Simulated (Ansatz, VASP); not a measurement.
## One calculation of SiC, two programs

```xyz
2
Lattice="0.0000 2.1752 2.1752 2.1752 0.0000 2.1752 2.1752 2.1752 0.0000" Properties=species:S:1:pos:R:3 pbc="T T T"
Si    0.0000    0.0000    0.0000
C     3.2628    3.2628    3.2628
```

Alike in both runs: functional PBEsol; k mesh 10 × 10 × 10; no spin polarisation.

Ansatz relaxed the structure, and its values are those at the end. VASP's run is a single point on that final structure, the one shown.

|  | VASP | Ansatz |
| --- | --- | --- |
| version | VASP 6.6.1 | Ansatz 0.2.0 |
| potentials or method | VASP PAW PBE potentials, release 64 (Si, C) | PAW with Ansatz's default frozen-core files, scalar-relativistic |
| plane-wave cutoff (eV) | 520 | 420 |
| occupations | gaussian, width 0.01 eV | fixed |
| valence electrons in the cell | 8 | 8 |

Ansatz gave:

* pressure (GPa): 1.0

What did VASP give for the same quantities?

Pressure (GPa): 1.3.

Caveats: the PAW data sets were made with another functional, which shifts forces and pressure a little (VASP). A k mesh can miss the band edges.
